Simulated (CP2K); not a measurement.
# HfO2 in CP2K: the effect of functional

Crystal: HfO2.

```
CELL_PARAMETERS angstrom
5.55640 0.00000 0.00000
0.00000 3.33360 0.00000
0.00000 0.00000 6.50500
ATOMIC_POSITIONS crystal
Hf 0.74868 0.75000 0.60787
Hf 0.25132 0.25000 0.39213
Hf 0.24868 0.75000 0.89213
Hf 0.75132 0.25000 0.10787
O 0.63950 0.25000 0.42340
O 0.36050 0.75000 0.57660
O 0.13950 0.25000 0.07660
O 0.86050 0.75000 0.92340
O 0.52079 0.25000 0.84145
O 0.47921 0.75000 0.15855
O 0.02079 0.25000 0.65855
O 0.97921 0.75000 0.34145
```

Measurements of this composition are mostly on another form, of space group No. 14.

Alike in all runs:

```yaml
Program: CP2K 2026.2
Potentials_or_basis: POTENTIAL_UZH Hf GTH-PBE-q12, O GTH-PBE-q6; DZVP-MOLOPT-PBE-GTH basis
Density_cutoff: 11565 eV
k_mesh: 4 × 6 × 3
Occupations: fermi-dirac, width 0.05 eV
Spin: no spin polarisation
```

Q: One run gave: gap on the mesh 3.53 eV; pressure -4.8 GPa; largest force 0.05 eV/Å. Which functional did it use?
A. PBEsol
B. TPSS
C. LDA
D. OLYP
E. PW91

A: B.

```tsv
functional	gap on the mesh (eV)	pressure (GPa)	largest force (eV/Å)
LDA	3.25	-13.8	0.14
PBEsol	3.31	-9.4	0.14
PW91	3.43	-2.8	0.15
OLYP	3.58	-4.1	1.04
AM05	3.32	-9.0	0.17
TPSS	3.53	-4.8	0.05
```

Caveats: the potentials were made for another functional, which shifts forces and pressure; spin-orbit coupling is left out, which moves the levels of the heavy elements; the basis of atomic orbitals isn't converged, which shifts pressures, moduli and gaps; an odd mesh through Γ misses points on the zone boundary, where band edges often lie (some runs).

Runs at the PBE level aren't shown here.
